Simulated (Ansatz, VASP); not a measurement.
# LaC2: VASP beside Ansatz

Wanted: the spread between two codes on one cell, functional and k mesh. The cell is taken from a series of runs on this material, whose earlier steps may have relaxed or scaled it; both programs get it as it stands.

Method: plane waves, with VASP 6.6.1 beside it; single point at PBEsol, in Ansatz 0.2.0.

## (1) The structure

Symmetry: I4/mmm, No. 139, tetragonal system. The conventional cell has a = 3.934 Å, b = 3.934 Å, c = 6.572 Å, α = 90.00°, β = 90.00°, γ = 90.00°. Nearest to La lie 10 C at 2.65 to 2.85 Å. C has 1 C at 1.27 Å and 5 La at 2.65 to 2.85 Å nearest. Farther neighbours are not listed.

Structure file:

```
La C
1.0
    -1.96700    1.96700    3.28600
     1.96700   -1.96700    3.28600
     1.96700    1.96700   -3.28600
La C
1 2
Direct
  0.00000 0.00000 0.00000
  0.59700 0.59700 0.00000
  0.40300 0.40300 0.00000
```

## (2) VASP: single point, PBEsol

With cell and atoms fixed, the geometry can't cause a difference; cores, projectors, grids and the points listed under the comparison can.

Lines of VASP's logs that name or quote its potential files are left out, and so is its time.

Contents of INCAR:

```
SYSTEM = LaC2
PREC = Accurate
ENCUT = 520
EDIFF = 1E-06
NELM = 100
ISMEAR = 0
SIGMA = 0.05
LREAL = .FALSE.
ALGO = Normal
GGA = PS
NBANDS = 15
LASPH = .TRUE.
LORBIT = 11
LWAVE = .FALSE.
LCHARG = .FALSE.
KPAR = 2
ISIF = 2
```

Contents of POSCAR:

```
LaC2
1.0
   -1.9670000000      1.9670000000      3.2860000000
    1.9670000000     -1.9670000000      3.2860000000
    1.9670000000      1.9670000000     -3.2860000000
La C
1 2
Direct
    0.0000000000      0.0000000000      0.0000000000
    0.5970000000      0.5970000000      0.0000000000
    0.4030000000      0.4030000000      0.0000000000
```

Contents of KPOINTS:

```
Automatic mesh
0
Gamma
8 8 8
0 0 0
```

PAW data sets: La and C (PBE family, release 64).

Command:

```
mpirun -np 2 vasp_std
```

Numbers of over 12 decimals in the logs are rounded to 6 here.

The program printed:

```text
[banner, memory and clock lines left out]
running    2 mpi-ranks, on    1 nodes
 distrk:  each k-point on    1 cores,    2 groups
 distr:  one band on    1 cores,    1 groups

 POSCAR found type information on POSCAR LaC
 POSCAR found :  2 types and       3 ions
|                                                                             |
|               ----> ADVICE to this user running VASP <----                  |
|                                                                             |
|     You enforced a specific xc type in the INCAR file but a different       |
|     [... a line on the potential file left out ...]
|     I HOPE YOU KNOW WHAT YOU ARE DOING!                                     |
|                                                                             |

 LDA part: xc-table for (Slater+PW92), standard interpolation
 POSCAR, INCAR and KPOINTS ok, starting setup
 FFT: planning ... GRIDC
 FFT: planning ... GRID_SOFT
 FFT: planning ... GRID
 WAVECAR not read
 entering main loop
       N       E                     dE             d eps       ncg     rms          rms(c)
DAV:   1     0.159880597457E+03    0.15988E+03   -0.71326E+03  1810   0.170E+03
DAV:   2    -0.325122071230E+01   -0.16313E+03   -0.15629E+03  2506   0.253E+02
DAV:   3    -0.265492626584E+02   -0.23298E+02   -0.22211E+02  3001   0.126E+02
DAV:   4    -0.275584729896E+02   -0.10092E+01   -0.10048E+01  2687   0.258E+01
DAV:   5    -0.276253889233E+02   -0.66916E-01   -0.66885E-01  2833   0.572E+00    0.826E+00
DAV:   6    -0.250843049257E+02    0.25411E+01   -0.99736E+00  2777   0.185E+01    0.382E+00
DAV:   7    -0.250181797570E+02    0.66125E-01   -0.10712E+00  2743   0.662E+00    0.204E+00
DAV:   8    -0.250062333060E+02    0.11946E-01   -0.21185E-01  3151   0.463E+00    0.446E-01
DAV:   9    -0.250027427374E+02    0.34906E-02   -0.30230E-02  3075   0.139E+00    0.160E-01
DAV:  10    -0.250030738920E+02   -0.33115E-03   -0.33042E-03  2823   0.564E-01    0.600E-02
DAV:  11    -0.250032213664E+02   -0.14747E-03   -0.44667E-04  2868   0.161E-01    0.350E-02
DAV:  12    -0.250032638447E+02   -0.42478E-04   -0.21036E-04  3048   0.103E-01    0.142E-02
DAV:  13    -0.250032694268E+02   -0.55821E-05   -0.41215E-05  2956   0.543E-02    0.506E-03
DAV:  14    -0.250032692727E+02    0.15408E-06   -0.45158E-06  2568   0.214E-02
   1 F= -.25003269E+02 E0= -.25002616E+02  d E =-.130559E-02
```

From OUTCAR (step 2):

```text
ion  position               nearest neighbor table
   1  0.000  0.000  0.000-   2 2.65   3 2.65   2 2.85   3 2.85   2 2.85   2 2.85   2 2.85   3 2.85
                             3 2.85   3 2.85
   2  0.597  0.597  0.000-   3 1.27   1 2.65   1 2.85   1 2.85   1 2.85   1 2.85
   3  0.403  0.403  0.000-   2 1.27   1 2.65   1 2.85   1 2.85   1 2.85   1 2.85

  LATTYP: Found a body centered tetragonal cell.
 ALAT       =     3.9340000000
 C/A-ratio  =     1.6705643111

 Subroutine GETGRP returns: Found 16 space group operations
 (whereof 16 operations were pure point group operations)

The static configuration has the point symmetry D_4h.

 Found     59 irreducible k-points:

   k-points           NKPTS =     59   k-points in BZ     NKDIM =     59   number of bands    NBANDS=     15

   dimension x,y,z NGX =    32 NGY =   32 NGZ =   32
   dimension x,y,z NGXF=    64 NGYF=   64 NGZF=   64

   ENCUT  =  520.0 eV  38.22 Ry    6.18 a.u.   8.01  8.01  8.01*2*pi/ulx,y,z

   NELECT =      19.0000    total number of electrons

 k-points in reciprocal lattice and weights: Automatic mesh
   0.00000000  0.00000000  0.00000000       0.002
   0.12500000 -0.00000000  0.00000000       0.016
   0.25000000 -0.00000000  0.00000000       0.016
   0.37500000  0.00000000 -0.00000000       0.016
   0.50000000 -0.00000000  0.00000000       0.008
   0.12500000  0.12500000  0.00000000       0.016
   0.25000000  0.12500000  0.00000000       0.031
   0.37500000  0.12500000 -0.00000000       0.031
   0.50000000  0.12500000  0.00000000       0.031
[...]
-0.37500000 -0.37500000  0.37500000       0.004
   0.50000000  0.50000000  0.50000000       0.002

 average (electrostatic) potential at core
       1 -96.5195       2 -47.4276       3 -47.4276

 E-fermi :   7.1958

 k-point     1 :       0.0000    0.0000    0.0000
  band No.  band energies     occupation
    ...
      7       2.4005      2.00000
      8       3.9340      2.00000
      9       3.9340      2.00000
     10       7.1584      1.71012
     11       7.1584      1.71012
     12       7.7130      0.00000
     13       9.1891      0.00000
     14       9.8114      0.00000
     15       9.8290      0.00000

 k-point     2 :       0.1250   -0.0000    0.0000
  band No.  band energies     occupation
    ...
      6       1.7466      2.00000
      7       3.0100      2.00000
      8       3.6831      2.00000
      9       3.7165      2.00000
     10       7.2097      0.69565
     11       7.3687      0.00000
     12       7.9468      0.00000
     13       9.3727      0.00000
     14       9.8323      0.00000
     15       9.8430      0.00000

 k-point     3 :       0.2500   -0.0000    0.0000
  band No.  band energies     occupation
    ...
      5      -6.7401      2.00000
      6       1.2003      2.00000
      7       2.8627      2.00000
      8       3.1681      2.00000
      9       4.0255      2.00000
     10       7.4773      0.00000
     11       7.9201      0.00000
     12       8.5706      0.00000
     13       9.6402      0.00000
     14       9.7819      0.00000
    ...

  Total       -0.8280233     -0.8280233      0.6718372      0.0000000     -0.0000000      0.0000000
  in kB      -26.0865646    -26.0865646     21.1659804      0.0000000     -0.0000000      0.0000000
  external PRESSURE =     -10.3357162 kB  Pullay stress =       0.0000000 kB

  energy-cutoff  :      520.00
  volume of cell :       50.86
      direct lattice vectors                 reciprocal lattice vectors
    -1.967000000  1.967000000  3.286000000     0.000000000  0.254194204  0.152160682
     1.967000000 -1.967000000  3.286000000     0.254194204  0.000000000  0.152160682
     1.967000000  1.967000000 -3.286000000     0.254194204  0.254194204  0.000000000

 POSITION                                       TOTAL-FORCE (eV/Angst)
 -----------------------------------------------------------------------------------
      0.00000      0.00000      0.00000         0.000000      0.000000      0.000000
      0.00000      0.00000      3.92348        -0.000000     -0.000000      1.431985
      0.00000      0.00000      2.64852         0.000000      0.000000     -1.431985
 -----------------------------------------------------------------------------------
    total drift:                               -0.000000     -0.000000     -0.000000

  FREE ENERGIE OF THE ION-ELECTRON SYSTEM (eV)
  ---------------------------------------------------
  free  energy   TOTEN  =       -25.0032692727 eV

  energy  without entropy=      -25.0019636797  energy(sigma->0) =      -25.00261648

 total charge
# of ion       s       p       d       f       tot
--------------------------------------------------
    1        2.023   5.666   0.650   0.158   8.496
    2        0.919   1.585   0.000   0.000   2.504
    3        0.919   1.585   0.000   0.000   2.504
--------------------------------------------------
tot          3.862   8.835   0.650   0.158  13.505

[... 3 further parts left out ...]
```

This run has no spin polarisation. Its electron count is odd, so without a moment it is a metal by construction.

## (3) Ansatz: single point, PBEsol

Ansatz runs on its default PAW (the set named soft_2) files.

The same cell, functional, mesh and smearing now go to Ansatz, which takes its cutoff from its data sets.

Contents of input.yaml:

```yaml
crystal:
  lattice:
    - [-1.967, 1.967, 3.286]
    - [1.967, -1.967, 3.286]
    - [1.967, 1.967, -3.286]
  atoms:
    - { symbol: La, position: [0.0, 0.0, 0.0] }
    - { symbol: C, position: [0.597, 0.597, 0.0] }
    - { symbol: C, position: [0.403, 0.403, 0.0] }
hamiltonian:
  xc: pbesol
  pseudopotentials: { kind: paw }
kpoints:
  mp_grid: { grid: [8, 8, 8] }
scf:
  occupations: { method: gaussian, width: 0.05 }
  n_extra_bands: 4
output:
  forces: true
  stress: true
  eigenvalues: true
```

Command:

```
ansatz run input.yaml --threads 2 --pin off --max-ram 4608MiB --backend cpu --events-out ev --progress --plain --runs-dir out
```

The program printed:

```text
scf.n_extra_bands = 4 over 10 filled bands (N_el = 19.0): the run solves 14 bands
Engine: ansatz 0.2.0, x86_64-unknown-linux-gnu
Pseudopotentials: kind: paw
Pseudopotential: La, paw, valence charge 11, recommended cutoff 420 eV (normal), La.paw.azcp
Pseudopotential: C, paw, valence charge 4, recommended cutoff 420 eV (normal), C.paw.azcp
Functional definition: PBEsol
  exchange = pbesol_x
  correlation = pbesol_c
Crystal: 3 atoms, lattice volume = 50.855 Å³
Basis set: ecut = 420 eV, 1007 PW (Γ), exchange–correlation on 60×60×60 points (8 copies of the dense FFT grid, shifted against one another)
Bands: 14, of which v1, the nominal top of the filled ones, is band 10 counted from 1 (9 counted from 0)
Symmetry: 16 space group operations
Space group: I4/mmm (ITA 139), of the structure as read, at distance tolerance 3.7e-5 Å
k-points: 59 of 512
Non-local potential: La, projectors of the file, l = 0: 3, l = 1: 2, l = 2: 2, l = 3: 3
Non-local potential: C, projectors of the file, l = 0: 2, l = 1: 2, l = 2: 1
PAW form: soft (Blöchl's): semilocal exchange-correlation on the pseudo side does not see the compensation charge
PAW frozen core: La, regenerated for the run's functional, and the local potential with it (the file was generated under x = pbe(κ = 0.804, μ = 0.219515), c = pbe(β = 0.066725))
PAW frozen core: C, regenerated for the run's functional, and the local potential with it (the file was generated under x = pbe(κ = 0.804, μ = 0.219515), c = pbe(β = 0.066725))
PAW one-centre angular grid: La, 590 points (default); XC on 64 Gauss nodes
PAW one-centre angular grid: C, 110 points (default); XC on 64 Gauss nodes
Initial density: superposition of atomic densities (neutral atoms: chi_scale 0, normalization atom), corrected by the library's trained network
Initial wavefunctions: pseudopotential atomic-orbital guess
Functional: x = pbesol(κ = 0.804, μ = 0.123457), c = pbesol(β = 0.046)
SCF iter   1: F=—  HF=-6655.020898 eV  |F-HF|=—  |Δ(HF+E_count)|=         —  Δρ=5.44e-3  dr2=1.85e-2  ethr=1.77e-3  ⟨swp⟩=4.4  Hψ=3951  notcnv=0
preconditioner: auto → Kerker (q_TF=auto, 2.315 Å⁻¹)  [metal: Δε(μ)=0.046 eV  Ē_g=11.278 eV  σ=0.050 eV  W_gap=0.49  n_scr=14 (ndim 8)  ℏωp=21.5 eV  f_vac=0.000  D(μ)=1.06/eV (n_scr^D=10)]
SCF iter   2: F=—  HF=-6655.017036 eV  |F-HF|=—  |Δ(HF+E_count)|=   3.86e-3  Δρ=2.36e-3  dr2=3.52e-3  ethr=9.72e-5  ⟨swp⟩=2.6  Hψ=1718  notcnv=0
SCF iter   3: F=—  HF=-6655.016674 eV  |F-HF|=—  |Δ(HF+E_count)|=   3.62e-4  Δρ=6.33e-4  dr2=2.64e-4  ethr=1.85e-5  ⟨swp⟩=2.0  Hψ=1340  notcnv=0
SCF iter   4: F=—  HF=-6655.016681 eV  |F-HF|=—  |Δ(HF+E_count)|=   7.45e-6  Δρ=1.46e-4  dr2=1.16e-5  ethr=1.39e-6  ⟨swp⟩=2.4  Hψ=1317  notcnv=0
SCF iter   5: F=—  HF=-6655.016683 eV  |F-HF|=—  |Δ(HF+E_count)|=   2.09e-6  Δρ=3.52e-5  dr2=5.20e-7  ethr=6.11e-8  ⟨swp⟩=2.4  Hψ=1209  notcnv=0  defer=1
SCF iter   6: F=-6655.016683 eV  HF=-6655.016683 eV  |F-HF|=2.32e-9  |Δ(HF+E_count)|=   3.16e-7  Δρ=6.41e-6  dr2=1.73e-8  ethr=5.26e-10  ⟨swp⟩=7.2  Hψ=4418  notcnv=0
SCF 1 converged in 6 iterations: F = -6655.016683 eV  dr2 = 1.73e-8
  greatest PAW one-centre occupation: 0.972 electrons in one spin orbital (limit 2), on the La atom at site 0 (counted from 0), in its partial waves of l = 0
SCF converged after 6 iterations
Free energy (F): -6655.016683 eV
Harris-Foulkes:  -6655.016683 eV  (|F-HF|=2.32e-9)
Internal energy: -6655.015455 eV  (E = F + TS)
E sigma→0 (E₀):  -6655.016069 eV
Entropy (-TS):   -0.001228 eV (-0.409 meV/atom)
Fermi energy:    10.293050 eV
--- Per-component energies (eV) ---
  E_band       = -29.927517
  E_kinetic    = 365.025667
  E_local      = -514.918303  (includes V_loc(G=0)·N_el)
  E_nonlocal   = 153.567831
  E_hartree    = 154.248916
  E_xc         = -232.230563
  E_vxc        = -263.787430  (∫ρ·V_xc dr)
  E_paw        = -5519.170460  (= ΣΔE_a)
  E_vpaw       = -78.311011  (= ΣTr[D̂ρ^β])
  E_aug_tail   = 0.000014  (compensation charges beyond the density's cutoff)
  E_ewald      = -1061.750269
  E_core_change = 0.211710  (= ΣΔE_core)
  E_smearing   = -0.001228  (= −TS)
  E_closure    = -0.000000  (closes the sum)
  Σ components = -6655.016683   (vs F -6655.016683, Δ=0.00e0)
--- Forces (eV/Å), atoms counted from 1 ---
  atom   1  La     0.00000000     0.00000000     0.00000000
  atom   2  C      0.00000000    -0.00000000     1.28502827
  atom   3  C     -0.00000000    -0.00000000    -1.28502827
  max |Σ_I F_I| component: 4.44e-16 eV/Å
--- Stress (GPa, compression-positive) ---
       -2.540044       0.000000       0.000000
        0.000000      -2.540044       0.000000
        0.000000       0.000000       1.668560
  P = ⅓ Tr σ = -1.1372 GPa (-11.372 kbar)
--- Band table (eV; the first three rows and the last of 59) ---
  k-point 0: bands = [... 6 lower, 5.4976, 7.0391, 7.0391, 10.2630, 10.2630, 10.8247, 12.1769, 12.7897]
  k-point 1: bands = [... 6 lower, 5.4969, 6.4240, 6.9793, 9.7572, 10.8757, 11.3644, 12.4150, 12.7207]
  k-point 2: bands = [... 6 lower, 5.3932, 6.3160, 6.9700, 8.9215, 11.9717, 12.1960, 12.5601, 12.6661]
  k-point 58: bands = [... 6 lower, 6.8672, 6.8672, 7.6197, 9.5644, 12.5788, 12.5995, 12.6309, 12.6309]
```

In the SCF lines HF is the Harris–Foulkes energy and dr2 the Hartree energy of the density residual, in eV; the loop may stop once dr2 is under the threshold and the program's other checks hold. Hψ counts applications of the Hamiltonian.

The run ends at a pressure of -1.14 GPa, with forces up to 1.3 eV/Å.

## (4) Side by side

Known differences besides the PAW data sets themselves: the cutoff is 420 eV in Ansatz and 520 eV in VASP; Ansatz makes its cores anew for this functional, VASP keeps those of its PBE data sets. Total energies have different zeros and are not compared.

The two programs side by side:

| quantity | Ansatz | VASP | difference |
| --- | --- | --- | --- |
| pressure (GPa) | -1.14 | -1.03 | -0.10 |

Forces (eV/Å; atoms numbered as in POSCAR):

| atom | Ansatz x, y, z | VASP x, y, z |
| --- | --- | --- |
| La1 | 0.000, 0.000, 0.000 | 0.000, 0.000, 0.000 |
| C2 | 0.000, 0.000, 1.285 | 0.000, 0.000, 1.432 |
| C3 | 0.000, 0.000, -1.285 | 0.000, 0.000, -1.432 |

The forces differ by 69 meV/Å r.m.s., which is 10.3 % of the r.m.s. force of 0.68 eV/Å (both taken over all components). Ansatz's pressure holds a Pulay correction of 0.20 GPa; VASP's holds none.

## (5) Results

```yaml
r_m_s_force_difference_single_point_pbesol: 10 % of the r.m.s. force
```

**Reading.** The r.m.s. force difference is 10 % of the r.m.s. force (single point, PBEsol), beyond the 3 % picked in this series as the mark of a large difference. No further run was made for the single point, PBEsol pair, so its cause stays open. How closely two codes agree says nothing of how well the functional describes the real material.

[Lines on the potential files, build, host, timing and source positions are cut from VASP's logs without a mark.]

[Logs are printed without paths, hosts, clocks, repeated set-up lines and the standing remarks that a program may print on its own settings, such as how far it seeks lower states.]

[Hosts, paths, dates, database ids (printed as entryN), source tags and the programs' standing remarks are cut or masked in the printed files.]
